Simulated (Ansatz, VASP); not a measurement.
# One calculation of InP, two programs

```xyz
2
Lattice="0.0000 2.9305 2.9305 2.9305 0.0000 2.9305 2.9305 2.9305 0.0000" Properties=species:S:1:pos:R:3 pbc="T T T"
In    0.0000    0.0000    0.0000
P     4.3957    4.3957    4.3957
```

Alike in both runs: task single point; functional PBE0; k mesh 4 × 4 × 4; occupations fermi-dirac, width 0.05 eV; spin-orbit coupling, no magnetisation.

|  | VASP | Ansatz |
| --- | --- | --- |
| version | VASP 6.6.1 | Ansatz 0.2.0 |
| potentials or method | VASP PAW PBE potentials, release 64 (In_d, P) | Ansatz PAW |
| plane-wave cutoff (eV) | 520 | 420 |
| valence electrons in the cell | 18 | 18 |

VASP gave:

```
gap on the k mesh at the Fermi level (eV) : 2.18
least direct gap on the mesh (eV)         : 2.18
pressure (GPa)                            : 1.1
```

Task: Estimate Ansatz's values.

Result: gap on the k mesh at the Fermi level (eV): 2.16; least direct gap on the mesh (eV): 2.16; pressure (GPa): 1.4.

Caveats: the k mesh is coarse (spacing up to 0.46 Å⁻¹), so the values aren't converged, least of all with exact exchange; the PAW data sets were made with another functional, which shifts forces and pressure a little (VASP); the PAW data sets come from PBE, with cores solved anew for the run's functional, which leaves a small shift of forces and pressure (Ansatz); the thresholds are loose for stress (Ansatz).
